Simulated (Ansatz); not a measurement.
A relaxation computed with Ansatz, from input to last step.

```yaml
crystal:
  lattice:
    - [11.6, 0.0, 0.0]
    - [0.0, 11.9, 0.0]
    - [0.0, 0.0, 4.27218142]
  atoms:
    - { symbol: C, position: [0.6353664979, 0.5, 0.6666666667] }
    - { symbol: C, position: [0.5, 0.6319538971, 0.6666666667] }
    - { symbol: C, position: [0.5957185686, 0.5933054954, 0.1666666667] }
    - { symbol: C, position: [0.3646335021, 0.5, 0.6666666667] }
    - { symbol: C, position: [0.4042814314, 0.5933054954, 0.1666666667] }
    - { symbol: C, position: [0.5, 0.3680461029, 0.6666666667] }
    - { symbol: C, position: [0.4042814314, 0.4066945046, 0.1666666667] }
    - { symbol: C, position: [0.5957185686, 0.4066945046, 0.1666666667] }
    - { symbol: C, position: [0.5957185686, 0.5933054954, 0.8333333333] }
    - { symbol: C, position: [0.6353664979, 0.5, 0.3333333333] }
    - { symbol: C, position: [0.4042814314, 0.5933054954, 0.8333333333] }
    - { symbol: C, position: [0.5, 0.6319538971, 0.3333333333] }
    - { symbol: C, position: [0.4042814314, 0.4066945046, 0.8333333333] }
    - { symbol: C, position: [0.3646335021, 0.5, 0.3333333333] }
    - { symbol: C, position: [0.5957185686, 0.4066945046, 0.8333333333] }
    - { symbol: C, position: [0.5, 0.3680461029, 0.3333333333] }
basis:
  ecutwfc: 420
kpoints:
  mp_grid: { grid: [1, 1, 18] }
hamiltonian:
  xc: pbe
scf:
  occupations: { method: gaussian, width: 0.05 }
output:
  forces: true
  stress: true
  eigenvalues: true
  populations: true
  write_density: true
  write_potential: true
  elf: true
  volumetric_format: npy
relax:
  adjacent_minimum: "off"
  f_tol: 0.02
  max_steps: 45
  cell: { fix: [a, b, alpha, beta, gamma], stress_tol: 0.03 }
```

```bash
ansatz run input.yaml --threads 4 --pin off --max-ram 11264MiB --backend cpu --events-out ev --progress --plain --runs-dir out
```

These are results of Ansatz, DFT PBE, scalar-relativistic, plane waves, PAW, not measurements.

Of 7 frames 7 are shown, positions in Å and forces in eV/Å; the SCF threshold varies from step to step. Steps run on the plane waves of an earlier cell, with a Pulay correction in the pressure. The basis is chosen afresh for the last frame, the zero of the energies, and can be on the way; energy and pressure step there, also at an unchanged geometry.

```xyz
16
Lattice="11.6000 0.0000 0.0000 0.0000 11.9000 0.0000 0.0000 0.0000 4.2722" Properties=species:S:1:pos:R:3:forces:R:3 pbc="T T T" step=1 free_energy_over_end_meV_per_atom=137.20 pressure_GPa=5.62
C     7.3703    5.9500    2.8481    2.1810    0.0000   -1.4150
C     5.8000    7.5203    2.8481    0.0000    2.1800   -1.4150
C     6.9103    7.0603    0.7120    1.5400    1.5410   -1.4140
C     4.2297    5.9500    2.8481   -2.1810    0.0000   -1.4150
C     4.6897    7.0603    0.7120   -1.5400    1.5410   -1.4140
C     5.8000    4.3797    2.8481    0.0000   -2.1800   -1.4150
C     4.6897    4.8397    0.7120   -1.5400   -1.5410   -1.4140
C     6.9103    4.8397    0.7120    1.5400   -1.5410   -1.4140
C     6.9103    7.0603    3.5602    1.5400    1.5410    1.4140
C     7.3703    5.9500    1.4241    2.1810    0.0000    1.4150
C     4.6897    7.0603    3.5602   -1.5400    1.5410    1.4140
C     5.8000    7.5203    1.4241    0.0000    2.1800    1.4150
C     4.6897    4.8397    3.5602   -1.5400   -1.5410    1.4140
C     4.2297    5.9500    1.4241   -2.1810    0.0000    1.4150
C     6.9103    4.8397    3.5602    1.5400   -1.5410    1.4140
C     5.8000    4.3797    1.4241    0.0000   -2.1800    1.4150
16
Lattice="11.6000 0.0000 0.0000 0.0000 11.9000 0.0000 0.0000 0.0000 4.2576" Properties=species:S:1:pos:R:3:forces:R:3 pbc="T T T" step=2 free_energy_over_end_meV_per_atom=40.36 pressure_GPa=2.04
C     7.4301    5.9500    2.8400    1.0990    0.0000   -1.6020
C     5.8000    7.5801    2.8400    0.0000    1.0980   -1.6020
C     6.9526    7.1026    0.7112    0.7760    0.7770   -1.6020
C     4.1699    5.9500    2.8400   -1.0990    0.0000   -1.6020
C     4.6474    7.1026    0.7112   -0.7760    0.7770   -1.6020
C     5.8000    4.3199    2.8400    0.0000   -1.0980   -1.6020
C     4.6474    4.7974    0.7112   -0.7760   -0.7770   -1.6020
C     6.9526    4.7974    0.7112    0.7760   -0.7770   -1.6020
C     6.9526    7.1026    3.5464    0.7760    0.7770    1.6020
C     7.4301    5.9500    1.4176    1.0990    0.0000    1.6020
C     4.6474    7.1026    3.5464   -0.7760    0.7770    1.6020
C     5.8000    7.5801    1.4176    0.0000    1.0980    1.6020
C     4.6474    4.7974    3.5464   -0.7760   -0.7770    1.6020
C     4.1699    5.9500    1.4176   -1.0990    0.0000    1.6020
C     6.9526    4.7974    3.5464    0.7760   -0.7770    1.6020
C     5.8000    4.3199    1.4176    0.0000   -1.0980    1.6020
16
Lattice="11.6000 0.0000 0.0000 0.0000 11.9000 0.0000 0.0000 0.0000 4.1603" Properties=species:S:1:pos:R:3:forces:R:3 pbc="T T T" step=3 free_energy_over_end_meV_per_atom=6.29 pressure_GPa=0.15
C     7.5087    5.9500    2.7685   -0.2860    0.0000    0.0630
C     5.8000    7.6585    2.7685    0.0000   -0.2870    0.0640
C     7.0081    7.1581    0.6884   -0.2010   -0.2010    0.0610
C     4.0913    5.9500    2.7685    0.2860    0.0000    0.0630
C     4.5919    7.1581    0.6884    0.2010   -0.2010    0.0610
C     5.8000    4.2415    2.7685    0.0000    0.2870    0.0640
C     4.5919    4.7419    0.6884    0.2010    0.2010    0.0610
C     7.0081    4.7419    0.6884   -0.2010    0.2010    0.0610
C     7.0081    7.1581    3.4719   -0.2010   -0.2010   -0.0610
C     7.5087    5.9500    1.3918   -0.2860    0.0000   -0.0630
C     4.5919    7.1581    3.4719    0.2010   -0.2010   -0.0610
C     5.8000    7.6585    1.3918    0.0000   -0.2870   -0.0640
C     4.5919    4.7419    3.4719    0.2010    0.2010   -0.0610
C     4.0913    5.9500    1.3918    0.2860    0.0000   -0.0630
C     7.0081    4.7419    3.4719   -0.2010    0.2010   -0.0610
C     5.8000    4.2415    1.3918    0.0000    0.2870   -0.0640
16
Lattice="11.6000 0.0000 0.0000 0.0000 11.9000 0.0000 0.0000 0.0000 4.2151" Properties=species:S:1:pos:R:3:forces:R:3 pbc="T T T" step=4 free_energy_over_end_meV_per_atom=-0.30 pressure_GPa=-0.08
C     7.4879    5.9500    2.8021   -0.0190    0.0000   -0.0900
C     5.8000    7.6377    2.8021    0.0000   -0.0200   -0.0890
C     6.9935    7.1434    0.6946   -0.0140   -0.0130   -0.0900
C     4.1121    5.9500    2.8021    0.0190    0.0000   -0.0900
C     4.6065    7.1434    0.6946    0.0140   -0.0130   -0.0900
C     5.8000    4.2623    2.8021    0.0000    0.0200   -0.0890
C     4.6065    4.7566    0.6946    0.0140    0.0130   -0.0900
C     6.9935    4.7566    0.6946   -0.0140    0.0130   -0.0900
C     6.9935    7.1434    3.5206   -0.0140   -0.0130    0.0900
C     7.4879    5.9500    1.4130   -0.0190    0.0000    0.0900
C     4.6065    7.1434    3.5206    0.0140   -0.0130    0.0900
C     5.8000    7.6377    1.4130    0.0000   -0.0200    0.0890
C     4.6065    4.7566    3.5206    0.0140    0.0130    0.0900
C     4.1121    5.9500    1.4130    0.0190    0.0000    0.0900
C     6.9935    4.7566    3.5206   -0.0140    0.0130    0.0900
C     5.8000    4.2623    1.4130    0.0000    0.0200    0.0890
16
Lattice="11.6000 0.0000 0.0000 0.0000 11.9000 0.0000 0.0000 0.0000 4.2168" Properties=species:S:1:pos:R:3:forces:R:3 pbc="T T T" step=5 free_energy_over_end_meV_per_atom=-0.34 pressure_GPa=-0.04
C     7.4868    5.9500    2.8025   -0.0040    0.0000   -0.0290
C     5.8000    7.6364    2.8025    0.0000   -0.0050   -0.0280
C     6.9927    7.1426    0.6941   -0.0030   -0.0030   -0.0280
C     4.1132    5.9500    2.8025    0.0040    0.0000   -0.0290
C     4.6073    7.1426    0.6941    0.0030   -0.0030   -0.0280
C     5.8000    4.2636    2.8025    0.0000    0.0050   -0.0280
C     4.6073    4.7574    0.6941    0.0030    0.0030   -0.0280
C     6.9927    4.7574    0.6941   -0.0030    0.0030   -0.0280
C     6.9927    7.1426    3.5227   -0.0030   -0.0030    0.0280
C     7.4868    5.9500    1.4143   -0.0040    0.0000    0.0290
C     4.6073    7.1426    3.5227    0.0030   -0.0030    0.0280
C     5.8000    7.6364    1.4143    0.0000   -0.0050    0.0280
C     4.6073    4.7574    3.5227    0.0030    0.0030    0.0280
C     4.1132    5.9500    1.4143    0.0040    0.0000    0.0290
C     6.9927    4.7574    3.5227   -0.0030    0.0030    0.0280
C     5.8000    4.2636    1.4143    0.0000    0.0050    0.0280
16
Lattice="11.6000 0.0000 0.0000 0.0000 11.9000 0.0000 0.0000 0.0000 4.2162" Properties=species:S:1:pos:R:3:forces:R:3 pbc="T T T" step=6 free_energy_over_end_meV_per_atom=-0.35 pressure_GPa=0.00
C     7.4865    5.9500    2.8019   -0.0010    0.0000    0.0010
C     5.8000    7.6362    2.8019    0.0000   -0.0010    0.0020
C     6.9925    7.1424    0.6937    0.0000   -0.0010    0.0010
C     4.1135    5.9500    2.8019    0.0010    0.0000    0.0010
C     4.6075    7.1424    0.6937    0.0000   -0.0010    0.0010
C     5.8000    4.2638    2.8019    0.0000    0.0010    0.0020
C     4.6075    4.7576    0.6937    0.0000    0.0010    0.0010
C     6.9925    4.7576    0.6937    0.0000    0.0010    0.0010
C     6.9925    7.1424    3.5225    0.0000   -0.0010   -0.0010
C     7.4865    5.9500    1.4144   -0.0010    0.0000   -0.0010
C     4.6075    7.1424    3.5225    0.0000   -0.0010   -0.0010
C     5.8000    7.6362    1.4143    0.0000   -0.0010   -0.0020
C     4.6075    4.7576    3.5225    0.0000    0.0010   -0.0010
C     4.1135    5.9500    1.4144    0.0010    0.0000   -0.0010
C     6.9925    4.7576    3.5225    0.0000    0.0010   -0.0010
C     5.8000    4.2638    1.4143    0.0000    0.0010   -0.0020
16
Lattice="11.6000 0.0000 0.0000 0.0000 11.9000 0.0000 0.0000 0.0000 4.2162" Properties=species:S:1:pos:R:3:forces:R:3 pbc="T T T" step=7 free_energy_over_end_meV_per_atom=0.00 pressure_GPa=-0.01
C     7.4865    5.9500    2.8019   -0.0010    0.0000    0.0010
C     5.8000    7.6362    2.8019    0.0000   -0.0010    0.0010
C     6.9925    7.1424    0.6937   -0.0010   -0.0010    0.0010
C     4.1135    5.9500    2.8019    0.0010    0.0000    0.0010
C     4.6075    7.1424    0.6937    0.0010   -0.0010    0.0010
C     5.8000    4.2638    2.8019    0.0000    0.0010    0.0010
C     4.6075    4.7576    0.6937    0.0010    0.0010    0.0010
C     6.9925    4.7576    0.6937   -0.0010    0.0010    0.0010
C     6.9925    7.1424    3.5225   -0.0010   -0.0010   -0.0010
C     7.4865    5.9500    1.4144   -0.0010    0.0000   -0.0010
C     4.6075    7.1424    3.5225    0.0010   -0.0010   -0.0010
C     5.8000    7.6362    1.4143    0.0000   -0.0010   -0.0010
C     4.6075    4.7576    3.5225    0.0010    0.0010   -0.0010
C     4.1135    5.9500    1.4144    0.0010    0.0000   -0.0010
C     6.9925    4.7576    3.5225   -0.0010    0.0010   -0.0010
C     5.8000    4.2638    1.4143    0.0000    0.0010   -0.0010
```

Time: 46 s on 4 threads of Arm Neoverse V2, with other jobs on the host, peak memory 1.1 GiB.